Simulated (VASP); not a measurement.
## VASP 6.6.1 run: BeSe

INCAR

```
LWAVE = .FALSE.
ISIF = 2
LASPH = .TRUE.
LREAL = .FALSE.
ENCUT = 520
NSW = 0
IBRION = -1
PREC = Accurate
NELM = 79
ISMEAR = -1
NBANDS = 11
EDIFF = 1E-7
LCHARG = .FALSE.
GGA = RP
SIGMA = 0.02
```

KPOINTS

```
KPOINTS created by Atomic Simulation Environment
0
Gamma
5 5 5
0 0 0
```

POSCAR

```
Be Se
 1.0000000000000000
     0.0000000000000000    2.5810353737346929    2.5810353737346929
     2.5810353737346929    0.0000000000000000    2.5810353737346929
     2.5810353737346929    2.5810353737346929    0.0000000000000000
 Be  Se
   1   1
Cartesian
  0.0000000000000000  0.0000000000000000 -0.0000000000000000
  1.2905176868673465  1.2905176868673465  1.2905176868673465
```

The recommended PBE PAW datasets give the neutral cell 8 valence electrons.

Command

```
mpirun -np 1 vasp_std
```

Predict the outcome of this run.

It converged. Results: gap between bands v and c on the k mesh 2.98 eV; least direct gap on the k mesh 4.42 eV; pressure 3.0 GPa. Band v is the last that the valence electrons fill when counted band by band, and c is the next.

OSZICAR

```
N       E                     dE             d eps       ncg     rms          rms(c)
DAV:   1     0.229927591631E+02    0.22993E+02   -0.36324E+03   220   0.607E+02
DAV:   2    -0.702120183079E+01   -0.30014E+02   -0.28301E+02   289   0.107E+02
DAV:   3    -0.831741176179E+01   -0.12962E+01   -0.12928E+01   290   0.224E+01
DAV:   4    -0.832289398878E+01   -0.54822E-02   -0.54811E-02   249   0.152E+00
DAV:   5    -0.832291232760E+01   -0.18339E-04   -0.18338E-04   285   0.958E-02    0.351E+00
DAV:   6    -0.825739111948E+01    0.65521E-01   -0.39923E-02   250   0.112E+00    0.221E+00
DAV:   7    -0.823916227352E+01    0.18229E-01   -0.82205E-02   268   0.159E+00    0.245E-01
DAV:   8    -0.824120468800E+01   -0.20424E-02   -0.28970E-03   235   0.308E-01    0.645E-02
DAV:   9    -0.824166169439E+01   -0.45701E-03   -0.59544E-04   266   0.147E-01    0.322E-02
DAV:  10    -0.824170391993E+01   -0.42226E-04   -0.50934E-05   259   0.434E-02    0.589E-03
DAV:  11    -0.824171561231E+01   -0.11692E-04   -0.23033E-05   249   0.274E-02    0.186E-03
DAV:  12    -0.824171587494E+01   -0.26263E-06   -0.78792E-07   271   0.512E-03    0.921E-04
DAV:  13    -0.824171600538E+01   -0.13044E-06   -0.21272E-07   258   0.274E-03    0.113E-03
DAV:  14    -0.824171603828E+01   -0.32900E-07   -0.16479E-08   219   0.773E-04
   1 F= -.82417160E+01 E0= -.82417160E+01  d E =-.217518E-10
```

For comparison, a separate PBE run of the intended cell, on usual settings and not on those above, gives a gap of 2.64 eV on its mesh and a pressure of 0.9 GPa.
